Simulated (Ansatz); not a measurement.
# ZnS: the cost of one run

Method: DFT PBE, scalar-relativistic, plane waves, PAW, in Ansatz 0.2.0.

## 1. The structure to begin with

Symmetry: P4/nmm, No. 129, tetragonal system. The conventional cell has a = 3.450 Å, b = 3.450 Å, c = 17.000 Å, α = 90.00°, β = 90.00°, γ = 90.00°. Around Zn (site symmetry 4mm) lie 5 S at 2.45 to 2.52 Å. S (site symmetry 4mm) is surrounded by 5 Zn at 2.45 to 2.52 Å.

As a file:

```
Zn S
1.0
     3.44970    0.00000    0.00000
     0.00000    3.44970    0.00000
     0.00000    0.00000   17.00000
Zn S
2 2
Direct
  0.50000 0.00000 0.43385
  0.00000 0.50000 0.56615
  0.00000 0.50000 0.41805
  0.50000 0.00000 0.58195
```

Recipe of the guess: species swapped into a sheet modelled on a layer of AgBr, with Zn on the Ag sites and S on the Br sites. The dimensions are guesses.

It is a sheet, periodic along a and b, with vacuum along c; volumes and pressures of the box carry no meaning, and space groups named for it are those of the box.

## 2. The guess as it stands, on a coarse mesh

Contents of input.yaml:

```yaml
crystal:
  lattice:
    - [3.44969758, 0.0, 0.0]
    - [0.0, 3.44969758, 0.0]
    - [0.0, 0.0, 17.0]
  atoms:
    - { symbol: Zn, position: [0.5, 0.0, 0.43384778] }
    - { symbol: Zn, position: [0.0, 0.5, 0.56615222] }
    - { symbol: S, position: [0.0, 0.5, 0.41805212] }
    - { symbol: S, position: [0.5, 0.0, 0.58194788] }
  periodic: [true, true, false]
basis:
  ecutwfc: 420
kpoints:
  mp_grid: { grid: [6, 6, 1] }
hamiltonian:
  xc: pbe
scf:
  occupations: { method: gaussian, width: 0.1 }
  lower_state_search: "off"
output:
  forces: true
  stress: true
  eigenvalues: true
```

On the command line:

```bash
$ ansatz run input.yaml --threads 1 --pin off --max-ram 2560MiB --backend cpu --events-out ev --progress --plain --runs-dir out
```

**Question.** How long does this run take on 1 thread of Arm Neoverse V1, shared host, and how much memory does it need?

About 6.1 s, with a peak of 0.47 GiB.
